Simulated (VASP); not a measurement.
# As in VASP: relaxation of cell and atoms with PBEsol

Aim: the relaxation of cell and atoms of As with PBEsol.

Everything below comes from runs of VASP 6.6.1. Logs are shortened: lines on timing, memory, paths and dates and some standing lists are left out, and cuts for length are marked.

## (1) Starting point

The cell holds a sheet with vacuum, 2 atoms: a = 3.600 Å, b = 3.600 Å, c = 17.400 Å, α = 90.00°, β = 90.00°, γ = 120.00°.

The cell was built by a generator and needn't be a form met in nature.

## (2) Relaxation of cell and atoms, PBEsol

INCAR

```
SYSTEM = As
PREC = Accurate
ENCUT = 600
EDIFF = 1E-7
ISMEAR = 0
SIGMA = 0.03
LREAL = .False.
LASPH = .True.
NELM = 120
ALGO = Normal
ISIF = 3
LWAVE = .False.
LCHARG = .False.
GGA = PS
IBRION = 2
NSW = 40
EDIFFG = -0.005
LATTICE_CONSTRAINTS = .TRUE. .TRUE. .FALSE.
```

KPOINTS

```
Automatic mesh
0
Gamma
  12 12 1
  0 0 0
```

POSCAR

```
As
1.0
    3.6000000000      0.0000000000      0.0000000000
   -1.8000000000      3.1176914500      0.0000000000
    0.0000000000      0.0000000000     17.4000000000
As
2
Direct
    0.3333330000      0.6666670000      0.4597701100
    0.6666670000      0.3333330000      0.5402298900
```

Potentials or basis: VASP PAW PBE potentials, release 64 (As).

On the command line:

```sh
> cat potpaw_PBE.64/As/POTCAR > POTCAR
> mpirun -np 1 vasp_std > vasp.out
```

OUTCAR:

```text
SYSTEM = As
   PREC = Accurate
   ENCUT = 600
   EDIFF = 1E-7
   ISMEAR = 0
   LREAL = .False.
   LASPH = .True.
   NELM = 120
   ISIF = 3
   GGA = PS
   IBRION = 2
   NSW = 40
   EDIFFG = -0.005

 ion  position               nearest neighbor table
   1  0.333  0.667  0.460-   2 2.51   2 2.51   2 2.51
   2  0.667  0.333  0.540-   1 2.51   1 2.51   1 2.51

  LATTYP: Found a hexagonal cell.
 ALAT       =     3.6000000000
 C/A-ratio  =     4.8333333333

  Lattice vectors:

 A1 = (   3.6000000000,   0.0000000000,   0.0000000000)
 A2 = (  -1.8000000000,   3.1176914500,   0.0000000000)
 A3 = (   0.0000000000,   0.0000000000,  17.4000000000)

Analysis of symmetry for initial positions (statically):
=====================================================================
 Subroutine PRICEL returns:
 Original cell was already a primitive cell.

 Routine SETGRP: Setting up the symmetry group for a
 hexagonal supercell.

 Subroutine GETGRP returns: Found 12 space group operations
 (whereof 12 operations were pure point group operations)
 out of a pool of 24 trial point group operations.

The static configuration has the point symmetry D_3d.

Analysis of symmetry for dynamics (positions and initial velocities):
=====================================================================
 Subroutine PRICEL returns:
 Original cell was already a primitive cell.

 Routine SETGRP: Setting up the symmetry group for a
 hexagonal supercell.

 Subroutine GETGRP returns: Found 12 space group operations
 (whereof 12 operations were pure point group operations)
 out of a pool of 24 trial point group operations.

The dynamic configuration has the point symmetry D_3d.

 Subroutine INISYM returns: Found 12 space group operations
 (whereof 12 operations are pure point group operations),
 and found     1 'primitive' translations

----------------------------------------------------------------------------------------

                                     Primitive cell

  volume of cell :     195.2922

  direct lattice vectors                    reciprocal lattice vectors
     3.600000000  0.000000000  0.000000000     0.277777778  0.160375075  0.000000000
    -1.800000000  3.117691450  0.000000000     0.000000000  0.320750150  0.000000000
     0.000000000  0.000000000 17.400000000     0.000000000  0.000000000  0.057471264

  length of vectors
     3.600000000  3.599999997 17.400000000     0.320750150  0.320750150  0.057471264

  position of ions in fractional coordinates (direct lattice)
     0.333333000  0.666667000  0.459770110
     0.666667000  0.333333000  0.540229890

  ion indices of the primitive-cell ions
   primitive index   ion index
                 1           1
                 2           2

----------------------------------------------------------------------------------------

 KPOINTS: Automatic mesh

Automatic generation of k-mesh.
 Grid dimensions read from file:
 generate k-points for:   12   12    1

 Generating k-lattice:

  Cartesian coordinates                     Fractional coordinates (reciprocal lattice)
     0.023148148  0.013364590  0.000000000     0.083333333  0.000000000  0.000000000
     0.000000000  0.026729179  0.000000000     0.000000000  0.083333333  0.000000000
     0.000000000  0.000000000  0.057471264     0.000000000  0.000000000  1.000000000

  Length of vectors
     0.026729179  0.026729179  0.057471264

  Shift w.r.t. Gamma in fractional coordinates (k-lattice)
     0.000000000  0.000000000  0.000000000

 Subroutine IBZKPT returns following result:
 ===========================================

 Found     19 irreducible k-points:

 Following reciprocal coordinates:
            Coordinates               Weight
  0.000000  0.000000  0.000000      1.000000
  0.083333  0.000000  0.000000      6.000000
  0.166667  0.000000  0.000000      6.000000
  0.250000 -0.000000  0.000000      6.000000
  0.333333  0.000000  0.000000      6.000000
  0.416667  0.000000  0.000000      6.000000
[... 11 lines left out ...]
  0.333333  0.250000  0.000000     12.000000
  0.333333  0.333333  0.000000      2.000000
   k-points           NKPTS =     19   k-points in BZ     NKDIM =     19   number of bands    NBANDS=      9
   number of dos      NEDOS =    301   number of ions     NIONS =      2
   total plane-waves  NPLWV = 126000
   dimension x,y,z NGX =    30 NGY =   30 NGZ =  140
   dimension x,y,z NGXF=    60 NGYF=   60 NGZF=  280
   ions per type =               2
   NGX,Y,Z   is equivalent  to a cutoff of  13.85, 13.85, 13.38 a.u.
   NGXF,Y,Z  is equivalent  to a cutoff of  27.71, 27.71, 26.75 a.u.
 SYSTEM =  As
   PREC   = accura    normal or accurate (medium, high low for compatibility)
   ISTART =      0    job   : 0-new  1-cont  2-samecut
   ICHARG =      2    charge: 1-file 2-atom 10-const
   ISPIN  =      1    spin polarized calculation?
   LNONCOLLINEAR =      F non collinear calculations
   LSORBIT =      F    spin-orbit coupling
   LASPH  =      T    aspherical Exc in radial PAW
   ENCUT  =  600.0 eV  44.10 Ry    6.64 a.u.   7.19  7.19 34.75*2*pi/ulx,y,z
   NELM   =    120;   NELMIN=  2; NELMDL= -5     # of ELM steps
   EDIFF  = 0.1E-06   stopping-criterion for ELM
   LREAL  =      F    real-space projection
   EDIFFG = -.5E-02   stopping-criterion for IOM
   NSW    =     40    number of steps for IOM
   IBRION =      2    ionic relax: 0-MD 1-quasi-New 2-CG
   NFREE  =      1    steps in history (QN), initial steepest desc. (CG)
   ISIF   =      3    stress and relaxation
   ISYM   =      2    0-nonsym 1-usesym 2-fastsym
   POTIM  = 0.5000    time-step for ionic-motion
   TEBEG  =    0.0;   TEEND  =   0.0 temperature during run
   PSTRESS=    0.0 pullay stress
   NELECT =      10.0000    total number of electrons
   NUPDOWN=      -1.0000    fix difference up-down
   EMIN   =  10.00;   EMAX   =-10.00  energy-range for DOS
   EFERMI =   0.00;   METHOD = LEGACY
   ISMEAR =     0;   SIGMA  =   0.03  broadening in eV -4-tet -1-fermi 0-gaus
   EFERMI_NEDOS =   21; number of points for ismear=-14 and -15
   IALGO  =     38    algorithm
   IMIX   =      4    mixing-type and parameters
     AMIX     =   0.40;   BMIX     =  1.00
     AMIX_MAG =   1.60;   BMIX_MAG =  1.00
  volume/ion in A,a.u.               =      97.65       658.95
  Fermi-wavevector in a.u.,A,eV,Ry     =   0.607920  1.148803  5.028263  0.369567
  Thomas-Fermi vector in A             =   1.662559
   LORBIT       =      0    0 simple, 1 ext, 2 COOP (PROOUT), +10 PAW based schemes
   GGA     = PS    functional components
   LHFCALC =     F    Hartree Fock is set to
   AEXX    =    0.0000 exact exchange contribution
   IVDW    =     0    specifies the selected vdW correction
   LEPSILON=     F    determine dielectric tensor
   LRPA    =     F    only Hartree local field effects (RPA)
 conjugate gradient relaxation of ions
 non-spin polarized calculation
 Gauss-broadening in eV      SIGMA  =   0.03
  energy-cutoff  :      600.00
  volume of cell :      195.29
 maximum number of plane-waves:      6540
 NGX is ok and might be reduce to    30
   NGX = 15   NGY = 15   NGZ = 69

--------------------------------------- Ionic step        1  -------------------------------------------

 number of electron      10.0000000 magnetization

 number of electron       9.9999999 magnetization

 Free energy of the ion-electron system (eV)
  ---------------------------------------------------
  ext. energy  EPLUGINS =         0.00000000
  ---------------------------------------------------
  free energy    TOTEN  =       -10.00063140 eV

  energy without entropy =      -10.00063140  energy(sigma->0) =      -10.00063140

------------------------ aborting loop because EDIFF is reached ----------------------------------------

  FORCE on cell =-STRESS in cart. coord.  units (eV):
  Direction    XX          YY          ZZ          XY          YZ          ZX
  --------------------------------------------------------------------------------------
  -------------------------------------------------------------------------------------
  Total       -0.7429780     -0.7429780     -0.3220840      0.0000000      0.0000000      0.0000000
  in kB       -6.0953923     -6.0953923     -2.6423771      0.0000000      0.0000000      0.0000000
  external PRESSURE =      -4.9443873 kB  Pullay stress =       0.0000000 kB

 VOLUME and BASIS-vectors are now :
 -----------------------------------------------------------------------------
  energy-cutoff  :      600.00
  volume of cell :      195.29
      direct lattice vectors                 reciprocal lattice vectors
     3.600000000  0.000000000  0.000000000     0.277777778  0.160375075  0.000000000
    -1.800000000  3.117691450  0.000000000     0.000000000  0.320750150  0.000000000
     0.000000000  0.000000000 17.400000000     0.000000000  0.000000000  0.057471264

 POSITION                                       TOTAL-FORCE (eV/Angst)
 -----------------------------------------------------------------------------------
     -0.00000      2.07846      8.00000         0.000000     -0.000000      0.229275
      1.80000      1.03923      9.40000        -0.000000      0.000000     -0.229275
 -----------------------------------------------------------------------------------
    total drift:                                0.000000      0.000000      0.000000

  FREE ENERGIE OF THE ION-ELECTRON SYSTEM (eV)
  ---------------------------------------------------
  free  energy   TOTEN  =       -10.0006314035 eV
[... 89 lines left out ...]
 VOLUME and BASIS-vectors are now :
 -----------------------------------------------------------------------------
  energy-cutoff  :      600.00
  volume of cell :      189.92
      direct lattice vectors                 reciprocal lattice vectors
     3.550153411  0.000000000  0.000000000     0.281677968  0.162626851  0.000000000
    -1.775076706  3.074523038  0.000000000     0.000000000  0.325253702  0.000000000
     0.000000000  0.000000000 17.400000000     0.000000000  0.000000000  0.057471264

 POSITION                                       TOTAL-FORCE (eV/Angst)
 -----------------------------------------------------------------------------------
     -0.00000      2.04968      8.00266        -0.000000      0.000000     -0.020646
      1.77508      1.02484      9.39734         0.000000     -0.000000      0.020646
 -----------------------------------------------------------------------------------
    total drift:                               -0.000000     -0.000000      0.000000

  FREE ENERGIE OF THE ION-ELECTRON SYSTEM (eV)
  ---------------------------------------------------
  free  energy   TOTEN  =       -10.0118697712 eV

  energy  without entropy=      -10.0118697712  energy(sigma->0) =      -10.01186977

--------------------------------------- Ionic step        5  -------------------------------------------

 number of electron      10.0000001 magnetization

 Free energy of the ion-electron system (eV)
  ---------------------------------------------------
  ext. energy  EPLUGINS =         0.00000000
  ---------------------------------------------------
  free energy    TOTEN  =       -10.01189547 eV

  energy without entropy =      -10.01189547  energy(sigma->0) =      -10.01189547

 E-fermi :  -2.9422     XC(G=0):  -3.0203

 val. band max:       -3.0826202463   @ k =   0.0000   0.0000   0.0000
 cond. band min:      -1.6195142318   @ k =   0.3333   0.0000   0.0000
 fundamental gap:      1.4631060145
 Fermi energy:        -2.9422482257

 k-point     1 :       0.0000    0.0000    0.0000
  band No.  band energies     occupation
      1     -16.9379      2.00000
      2     -10.4444      2.00000
      3      -3.8572      2.00000
      4      -3.0827      2.00000
      5      -3.0826      2.00000
      6      -1.0277      0.00000
      7       0.4421      0.00000
      8       0.4421      0.00000
      9       1.7834      0.00000

 k-point     2 :       0.0833    0.0000    0.0000
  band No.  band energies     occupation
      1     -16.8413      2.00000
      2     -10.4200      2.00000
      3      -4.0308      2.00000
      4      -3.8048      2.00000
      5      -3.3057      2.00000
      6      -0.4238      0.00000
      7       0.3498      0.00000
      8       0.6672      0.00000
      9       1.9266      0.00000

 k-point     3 :       0.1667    0.0000    0.0000
  band No.  band energies     occupation
      1     -16.5541      2.00000
      2     -10.3951      2.00000
      3      -5.4474      2.00000
      4      -3.7952      2.00000
      5      -3.6838      2.00000
      6      -0.8662      0.00000
      7       1.0963      0.00000
      8       1.0992      0.00000
      9       2.2561      0.00000
[... 203 lines left out ...]
 VOLUME and BASIS-vectors are now :
 -----------------------------------------------------------------------------
  energy-cutoff  :      600.00
  volume of cell :      189.73
      direct lattice vectors                 reciprocal lattice vectors
     3.548375527  0.000000000  0.000000000     0.281819101  0.162708334  0.000000000
    -1.774187764  3.072983345  0.000000000     0.000000000  0.325416668  0.000000000
     0.000000000  0.000000000 17.400000000     0.000000000  0.000000000  0.057471264

 POSITION                                       TOTAL-FORCE (eV/Angst)
 -----------------------------------------------------------------------------------
     -0.00000      2.04866      8.00167        -0.000000     -0.000000     -0.000881
      1.77419      1.02433      9.39833         0.000000      0.000000      0.000881
 -----------------------------------------------------------------------------------
    total drift:                                0.000000      0.000000      0.000000

  FREE ENERGIE OF THE ION-ELECTRON SYSTEM (eV)
  ---------------------------------------------------
  free  energy   TOTEN  =       -10.0118954742 eV

  energy  without entropy=      -10.0118954742  energy(sigma->0) =      -10.01189547

 reached required accuracy - stopping structural energy minimisation
```

It took 2.2 min on 1 thread of Intel Xeon 6975P-C (Granite Rapids), shared host; peak memory 0.37 GiB.

What came out:

| Item | Value |
| --- | --- |
| Free energy | -10.0119 eV |
| Relaxed volume | 94.87 Å³/atom |
| Relaxed cell | a = 3.548 Å, b = 3.548 Å, c = 17.400 Å, α = 90.00°, β = 90.00°, γ = 120.00° |
| Space group after relaxing (to 0.05 Å) | P-3m1 (No. 164) |
| Energy gained by relaxing | 5.6 meV/atom |
| Ionic steps | 5 |
| Band gap on the k mesh | 1.46 eV, indirect (least direct gap 2.05 eV) |

The path:
```csv
step,energy change (eV),largest force (eV/Å),pressure (GPa),volume (Å³)
1,0.0000,0.2293,-0.49,195.29
2,-0.0072,0.3108,0.31,188.36
3,-0.0105,0.1111,0.01,190.79
4,-0.0112,0.0206,0.00,189.92
5,-0.0113,0.0009,0.00,189.73
```

Final structure:
```
As
1.0
     3.54838    0.00000    0.00000
    -1.77419    3.07298    0.00000
     0.00000    0.00000   17.40000
As
2
Direct
  0.33333 0.66667 0.45987
  0.66667 0.33333 0.54013
```

Caveat: the PAW data sets were made with another functional, which shifts forces and pressure a little. A hybrid or GW would open this gap; PBEsol tends to underestimate it.
